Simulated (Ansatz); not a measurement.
Runs of Ansatz 0.2.0 on Al2Cu (Khatyrkite). It takes space group I4/mcm (No. 140, tetragonal). The conventional cell has a = 6.067 Å, b = 6.067 Å, c = 4.877 Å, α = 90.00°, β = 90.00°, γ = 90.00°. Around Cu (site symmetry 422) lie 2 Cu at 2.44 Å and 8 Al at 2.59 Å. Al (site symmetry m2m) is surrounded by 4 Cu at 2.59 Å and 3 Al at 2.71 to 2.90 Å. 

```tsv
task	level	cutoff (eV)	basis error allowed	pressure (GPa)	largest force (eV/Å)
single point	PBEsol	329	0.001 eV/atom	-3.5	0.07
band structure	LDA	305	0.002 eV/atom	-6.4	(a)
band structure	PBE	305	0.002 eV/atom	-0.3	-
band structure	PBEsol	305	0.002 eV/atom	-3.5	0.07
```

Alike in all rows: potentials or basis all-electron LAPW, scalar-relativistic; no spin polarisation; cell as given; k mesh 7 × 7 × 7; smearing fermi-dirac 0.05 eV.

Task: Fill in the values left out.

Result: (a) 0.10.

Not every run made on this cell is shown here.
